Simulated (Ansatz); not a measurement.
## MgS: equation of state with PBEsol

MgS:

```
S Mg
1.0
     0.00000    2.83312    2.83312
     2.83312    0.00000    2.83312
     2.83312    2.83312    0.00000
S Mg
1 1
Direct
  0.25000 0.25000 0.25000
  0.00000 0.00000 0.00000
```

The cell comes from a database or a generator and needn't be the stable form of this composition.

```yaml
Program: Ansatz 0.2.0
Task: equation of state
Functional: PBEsol
Potentials_or_basis: Ansatz PAW
Cutoff: 420 eV
Density_cutoff: 1680 eV
k_mesh: 8 × 8 × 8
Occupations: fermi-dirac, width 0.05 eV
Spin: no spin polarisation
```

```
Equilibrium volume                      : 22.57 Å³/atom
Bulk modulus                            : 58 GPa
Pressure derivative of the bulk modulus : 4.1
```

Energy against volume, from the lowest point:
| volume (Å³/atom) | energy (meV/atom) |
| --- | --- |
| 21.376 | 12.17 |
| 21.831 | 4.34 |
| 22.285 | 0.41 |
| 22.740 | 0.00 |
| 23.195 | 2.77 |
| 23.650 | 8.41 |
| 24.105 | 16.64 |

All runs of the series together: 34 s on 2 threads of Intel(R) Xeon(R) Processor @ 2.50GHz (Skylake/Cascade Lake), on a shared host.
